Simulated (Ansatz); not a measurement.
NaI, NiAs type, relaxed with r2SCAN in Ansatz 0.2.0. It is hexagonal, P6_3/mmc (No. 194); conventional cell a = 4.505 Å, c = 7.676 Å, 33.72 Å³ an atom. Na has 6 I at 3.23 Å; I has 6 Na at 3.23 Å.

The axes x, y and z are those of this cell:
```
CELL_PARAMETERS angstrom
4.50465 0.00000 0.00000
-2.25232 3.90114 0.00000
0.00000 0.00000 7.67570
ATOMIC_POSITIONS crystal
Na 0.00000 0.00000 0.00000
Na 0.00000 0.00000 0.50000
I 0.33333 0.66667 0.25000
I 0.66667 0.33333 0.75000
```

Unstrained: With PBE the gap is 3.568 eV and direct, at Γ. With r2SCAN the gap is 4.354 eV and direct, at Γ. HSE06 gives a direct gap of 4.597 eV at Γ. Meshes: PBE 6×6×4, r2SCAN 6×6×4, HSE06 6×6×2. Strains are changes of length per length. After each strain the atoms were relaxed again with r2SCAN within the symmetry that the strain leaves, so tilts or polar shifts that break it weren't tested; points keep the names that they have in the unstrained zone. Spin-unpolarised throughout. Whether this structure exists isn't addressed.

Task: Apply epitaxial +3.47 % in the xy plane, free normal strain -1.98 %. How far does the gap move, against the unstrained cell?

Result: PBE: the gap goes from 3.568 to 3.458 eV (-0.110 eV). r2SCAN: the gap goes from 4.354 to 4.230 eV (-0.124 eV). The r2SCAN energy rises by 8.1 meV an atom.

No spin-orbit coupling is included; it can move band edges with weight on the heavy atoms by tenths of an eV.

The meshes of the hybrids are coarse, so their gaps aren't converged to the digits shown.
